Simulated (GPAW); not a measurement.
FeSi2 (Linzhiite):

```
Fe Si
1.0
     2.68400    0.00000    0.00000
     0.00000    2.68400    0.00000
     0.00000    0.00000    5.12800
Fe Si
1 2
Direct
  0.00000 0.00000 0.00000
  0.50000 0.50000 0.73000
  0.50000 0.50000 0.27000
```

| Item | Value |
| --- | --- |
| Program | GPAW 26.7.0 |
| Task | relaxation of cell and atoms |
| Functional | PBEsol |
| Dispersion | D3 |
| Potentials or basis | PAW data sets generated in the run's folder for this functional |
| Cutoff | 600 eV |
| Basis | pw |
| k mesh | 7 × 7 × 4 |
| Occupations | fermi-dirac, width 0.05 eV |
| Spin | collinear spin, ferromagnetic start |
| Starting moments | [3.0, 0.0, 0.0] μB |

At the start: pressure -2.9 GPa; volume 12.31 Å³/atom.

**Question.** How do energy, volume and symmetry change on relaxing?

**Answer.** Over 5 steps the energy falls by 4.4 meV/atom and the volume is 12.11 Å³/atom (-1.7 %); space group P4/mmm (No. 123, to 0.05 Å); moment 0.11 μB per cell.

Step by step:
```tsv
step	energy change (eV)	largest force (eV/Å)	pressure (GPa)	volume (Å³)
1	0.0000	0.4331	-2.87	36.94
2	-0.0066	0.2504	-2.50	36.83
3	-0.0122	0.1067	-1.14	36.51
4	-0.0127	0.0703	-0.79	36.46
5	-0.0131	0.0001	0.01	36.33
```

Final structure:
```cif
data_structure
_symmetry_space_group_name_H-M 'P 1'
_symmetry_Int_Tables_number 1
_cell_length_a 2.6735
_cell_length_b 2.6735
_cell_length_c 5.0830
_cell_angle_alpha 90.000
_cell_angle_beta 90.000
_cell_angle_gamma 90.000
_cell_volume 36.33
loop_
_atom_site_label
_atom_site_type_symbol
_atom_site_fract_x
_atom_site_fract_y
_atom_site_fract_z
_atom_site_occupancy
Fe1 Fe 0.00000 0.00000 0.00000 1
Si1 Si 0.50000 0.50000 0.72708 1
Si2 Si 0.50000 0.50000 0.27292 1
```

Caveat: each step starts from the last one's moments, so a moment once lost doesn't come back; later steps reuse the first step's grids; pairwise dispersion overbinds metals, which lowers pressure and volume.
